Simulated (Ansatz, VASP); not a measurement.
## Si10SbH (Si(111)-(1x1)-Sb, top site, H below): VASP beside Ansatz

Wanted: the spread between two codes on one cell, functional and k mesh. Of the first pair: The cell is taken from a series of runs on this material, whose earlier steps may have relaxed, scaled, displaced or heated it; both programs get it as it stands.

Method: plane waves, with VASP 6.6.1 beside it; single point at PBEsol, in Ansatz 0.2.0.

**1. Starting point**

The cell holds 12 atoms: 1 H, 10 Si and 1 Sb. Its edges and angles: a = 3.840 Å, b = 3.840 Å, c = 35.324 Å, α = 90.0°, β = 90.0°, γ = 120.0°. Vacuum lies along c.

**2. VASP: single point, PBEsol, pair 1**

A single point gives forces, pressure and levels at one fixed geometry, so differences don't come from the geometry; what else differs is listed under the comparison.

Lines of VASP's logs that name or quote its potential files are left out, and so is its time.

The input, INCAR:

```
SYSTEM = Si10SbH
PREC = Accurate
ENCUT = 400
EDIFF = 1E-06
NELM = 120
ISMEAR = -1
SIGMA = 0.05
LREAL = .FALSE.
ALGO = Normal
GGA = PS
NBANDS = 35
LORBIT = 11
LWAVE = .FALSE.
LCHARG = .FALSE.
ISIF = 2
LDIPOL = .TRUE.
IDIPOL = 3
DIPOL = 0.5 0.5 0.486
LVHAR = .TRUE.
LASPH = .TRUE.
GGA_COMPAT = .FALSE.
NELMDL = -8
KPAR = 2
```

The input, POSCAR:

```
Si10SbH
1.0
    3.8395898233      0.0000000000      0.0000000000
   -1.9197949117      3.3251823271      0.0000000000
    0.0000000000      0.0000000000     35.3238008372
H Si Sb
1 10 1
Direct
    0.0000000000      0.0000000000      0.2545809706
    0.0000000000      0.0000000000      0.2972500057
    0.6666666667      0.3333333333      0.3194376801
    0.6666666667      0.3333333333      0.3860007032
    0.3333333333      0.6666666667      0.4081883775
    0.3333333333      0.6666666667      0.4747614562
    0.0000000000      0.0000000000      0.4970095477
    0.0000000000      0.0000000000      0.5635941290
    0.6666666667      0.3333333333      0.5858239693
    0.6666666667      0.3333333333      0.6525295885
    0.3333333333      0.6666666667      0.6752107590
    0.3333333333      0.6666666667      0.7476065872
```

The input, KPOINTS:

```
Automatic mesh
0
Gamma
12 12 1
0 0 0
```

The projector-augmented-wave data sets are H, Si and Sb (PBE family, release 64).

Started as:

```bash
mpirun -np 2 vasp_std
```

Numbers of over 12 decimals in the logs are rounded to 6 here.

Log:

```text
[banner, memory and clock lines left out]
running    2 mpi-ranks, on    1 nodes
 distrk:  each k-point on    1 cores,    2 groups
 distr:  one band on    1 cores,    1 groups

 POSCAR found type information on POSCAR H SiSb
 POSCAR found :  3 types and      12 ions
|                                                                             |
|               ----> ADVICE to this user running VASP <----                  |
|                                                                             |
|     You enforced a specific xc type in the INCAR file but a different       |
|     [... a line on the potential file left out ...]
|     I HOPE YOU KNOW WHAT YOU ARE DOING!                                     |
|                                                                             |

 LDA part: xc-table for (Slater+PW92), standard interpolation
 POSCAR, INCAR and KPOINTS ok, starting setup
 FFT: planning ... GRIDC
 FFT: planning ... GRID_SOFT
 FFT: planning ... GRID
 WAVECAR not read
 entering main loop
       N       E                     dE             d eps       ncg     rms          rms(c)
DAV:   1     0.168865347661E+03    0.16887E+03   -0.13472E+04  1330   0.806E+02
DAV:   2    -0.495832047296E+02   -0.21845E+03   -0.20737E+03  1793   0.162E+02
DAV:   3    -0.654998026492E+02   -0.15917E+02   -0.15613E+02  1571   0.436E+01
DAV:   4    -0.661201139598E+02   -0.62031E+00   -0.61784E+00  2068   0.101E+01
DAV:   5    -0.661352554144E+02   -0.15141E-01   -0.15134E-01  1929   0.158E+00
DAV:   6    -0.661360174243E+02   -0.76201E-03   -0.76192E-03  2172   0.301E-01
DAV:   7    -0.661360377824E+02   -0.20358E-04   -0.20357E-04  1929   0.426E-02
DAV:   8    -0.661360389549E+02   -0.11725E-05   -0.11725E-05  1900   0.866E-03    0.116E+01
DAV:   9    -0.665689174894E+02   -0.43288E+00   -0.75399E+00  2038   0.147E+01    0.751E+00
DAV:  10    -0.102356634404E+03   -0.35788E+02   -0.24483E+02  2276   0.522E+01    0.155E+01
DAV:  11    -0.657024554178E+02    0.36654E+02   -0.14361E+02  2132   0.400E+01    0.698E+00
DAV:  12    -0.648202762489E+02    0.88218E+00   -0.19351E+01  1812   0.147E+01    0.312E+00
DAV:  13    -0.647736935451E+02    0.46583E-01   -0.36065E+00  1713   0.636E+00    0.187E+00
DAV:  14    -0.646811321947E+02    0.92561E-01   -0.23775E-01  1849   0.217E+00    0.149E+00
[...]
DAV:  19    -0.644211456382E+02    0.21292E-02   -0.10569E-02  1801   0.473E-01    0.330E-01
DAV:  20    -0.644212858860E+02   -0.14025E-03   -0.14327E-03  1668   0.146E-01    0.342E-01
DAV:  21    -0.644210378852E+02    0.24800E-03   -0.69794E-05  2068   0.362E-02    0.337E-01
DAV:  22    -0.644182157373E+02    0.28221E-02   -0.29091E-04  1908   0.184E-01    0.297E-01
DAV:  23    -0.644068867726E+02    0.11329E-01   -0.15564E-02  1806   0.135E+00    0.241E-01
DAV:  24    -0.644073264427E+02   -0.43967E-03   -0.55614E-03  1621   0.248E-01    0.215E-01
DAV:  25    -0.644073434289E+02   -0.16986E-04   -0.21615E-04  1876   0.572E-02    0.201E-01
DAV:  26    -0.644073439041E+02   -0.47524E-06   -0.85357E-06  1835   0.116E-02
   1 F= -.64407344E+02 E0= -.64401600E+02  d E =-.114878E-01
```

OUTCAR, selected parts (step 2):

```text
ion  position               nearest neighbor table
   1  0.000  0.000  0.255-   2 1.51
   2  0.000  0.000  0.297-   1 1.51   3 2.35   3 2.35   3 2.35
   3  0.667  0.333  0.319-   4 2.35   2 2.35   2 2.35   2 2.35
   4  0.667  0.333  0.386-   5 2.35   5 2.35   3 2.35   5 2.35
   5  0.333  0.667  0.408-   4 2.35   4 2.35   4 2.35   6 2.35
   6  0.333  0.667  0.475-   5 2.35   7 2.35   7 2.35   7 2.35
   7  0.000  0.000  0.497-   6 2.35   6 2.35   6 2.35   8 2.35
   8  0.000  0.000  0.564-   9 2.35   9 2.35   9 2.35   7 2.35
   9  0.667  0.333  0.586-   8 2.35   8 2.35   8 2.35  10 2.36
  10  0.667  0.333  0.653-   9 2.36  11 2.36  11 2.36  11 2.36
  11  0.333  0.667  0.675-  10 2.36  10 2.36  10 2.36  12 2.56
  12  0.333  0.667  0.748-  11 2.56

  LATTYP: Found a hexagonal cell.
 ALAT       =     3.8395898233
 C/A-ratio  =     9.1998891712

 Subroutine GETGRP returns: Found  6 space group operations
 (whereof  6 operations were pure point group operations)

The static configuration has the point symmetry C_3v.

 Found     19 irreducible k-points:

   k-points           NKPTS =     19   k-points in BZ     NKDIM =     19   number of bands    NBANDS=     35

   dimension x,y,z NGX =    28 NGY =   28 NGZ =  240
   dimension x,y,z NGXF=    56 NGYF=   56 NGZF=  480

   ENCUT  =  400.0 eV  29.40 Ry    5.42 a.u.   6.26  6.26 57.60*2*pi/ulx,y,z

   NELECT =      46.0000    total number of electrons

 k-points in reciprocal lattice and weights: Automatic mesh
   0.00000000  0.00000000  0.00000000       0.007
   0.08333333 -0.00000000  0.00000000       0.042
   0.16666667 -0.00000000  0.00000000       0.042
   0.25000000 -0.00000000  0.00000000       0.042
   0.33333333 -0.00000000  0.00000000       0.042
   0.41666667 -0.00000000  0.00000000       0.042
   0.50000000 -0.00000000  0.00000000       0.021
   0.08333333  0.08333333  0.00000000       0.042
   0.16666667  0.08333333  0.00000000       0.083
[...]
0.33333333  0.25000000  0.00000000       0.083
   0.33333333  0.33333333  0.00000000       0.014

 dipolmoment           0.000000      0.000000     -0.013055 electrons x Angstroem

 average (electrostatic) potential at core
       1 -35.1954       2 -87.8965       3 -87.8931       4 -88.0379       5 -88.0397
       6 -88.0583       7 -88.0688       8 -88.0826       9 -88.0688      10 -88.1444
      11 -88.1747      12 -91.7385

 E-fermi :   0.7453

 k-point     1 :       0.0000    0.0000    0.0000
  band No.  band energies     occupation
    ...
     18       0.0854      2.00000
     19       0.4063      1.99773
     20       0.4063      1.99773
     21       0.6822      1.55851
     22       0.6822      1.55851
     23       2.3071      0.00000
     24       2.5017      0.00000
     25       2.7658      0.00000
     26       2.9758      0.00000
     27       2.9758      0.00000
    ...

 k-point     2 :       0.0833   -0.0000    0.0000
  band No.  band energies     occupation
    ...
     18      -0.0632      2.00000
     19       0.0669      2.00000
     20       0.1335      1.99999
     21       0.2868      1.99979
     22       0.5821      1.92631
     23       2.4922      0.00000
     24       2.8169      0.00000
     25       2.9530      0.00000
     26       2.9835      0.00000
     27       3.0382      0.00000
    ...

 k-point     3 :       0.1667   -0.0000    0.0000
  band No.  band energies     occupation
    ...
     18      -0.7593      2.00000
     19      -0.4169      2.00000
     20      -0.0744      2.00000
     21      -0.0246      2.00000
     22       0.3064      1.99969
     23       1.4597      0.00000
     24       2.5385      0.00000
     25       2.7389      0.00000
     26       2.7640      0.00000
     27       2.9419      0.00000
    ...

  Total       -2.7131482     -2.7131482     -0.0688491      0.0000000      0.0000000      0.0000000
  in kB       -9.6386536     -9.6386536     -0.2445915      0.0000000      0.0000000      0.0000000
  external PRESSURE =      -6.5072996 kB  Pullay stress =       0.0000000 kB

  energy-cutoff  :      400.00
  volume of cell :      450.99
      direct lattice vectors                 reciprocal lattice vectors
     3.839589823  0.000000000  0.000000000     0.260444487  0.150367694  0.000000000
    -1.919794912  3.325182327  0.000000000     0.000000000  0.300735389  0.000000000
     0.000000000  0.000000000 35.323800837     0.000000000  0.000000000  0.028309524

 POSITION                                       TOTAL-FORCE (eV/Angst)
 -----------------------------------------------------------------------------------
      0.00000      0.00000      8.99277        -0.000000      0.000000     -0.009055
      0.00000      0.00000     10.50000        -0.000000      0.000000      0.173120
      1.91979      1.10839     11.28375         0.000000      0.000000     -0.144832
      1.91979      1.10839     13.63501        -0.000000      0.000000     -0.047678
     -0.00000      2.21679     14.41876         0.000000     -0.000000      0.009964
     -0.00000      2.21679     16.77038         0.000000     -0.000000      0.006072
      0.00000      0.00000     17.55627         0.000000      0.000000     -0.004948
      0.00000      0.00000     19.90829         0.000000     -0.000000      0.003016
      1.91979      1.10839     20.69353        -0.000000      0.000000      0.004441
      1.91979      1.10839     23.04983        -0.000000     -0.000000     -0.003532
     -0.00000      2.21679     23.85101        -0.000000     -0.000000     -0.036298
     -0.00000      2.21679     26.40831         0.000000      0.000000      0.049732
 -----------------------------------------------------------------------------------
    total drift:                               -0.000000     -0.000000     -0.007915

  FREE ENERGIE OF THE ION-ELECTRON SYSTEM (eV)
  ---------------------------------------------------
  free  energy   TOTEN  =       -64.4073439041 eV

  energy  without entropy=      -64.3958561527  energy(sigma->0) =      -64.40160003

 vacuum level on the upper side and lower side of the slab         5.322         5.509

 total charge
# of ion       s       p       d       tot
------------------------------------------
    1        0.547   0.013   0.000   0.560
    2        0.744   0.961   0.000   1.705
    3        0.748   0.949   0.000   1.696
    4        0.751   0.939   0.000   1.690
    5        0.752   0.938   0.000   1.690
    6        0.752   0.938   0.000   1.691
    7        0.753   0.937   0.000   1.690
    8        0.753   0.937   0.000   1.690
    9        0.754   0.938   0.000   1.692
   10        0.759   0.920   0.000   1.679
   11        0.757   0.917   0.000   1.674
   12        1.234   1.071   0.018   2.323
--------------------------------------------------
tot          9.302  10.459   0.018  19.779

[... 3 further parts left out ...]
```

(Part 1 of 3 ends here.)

[Lines on the potential files, build, host, timing and source positions are cut from VASP's logs without a mark.]

[Logs are printed without paths, hosts, clocks, repeated set-up lines and the standing remarks that a program may print on its own settings, such as how far it seeks lower states.]

[Hosts, paths, dates, database ids (printed as entryN), source tags and the programs' standing remarks are cut or masked in the printed files.]
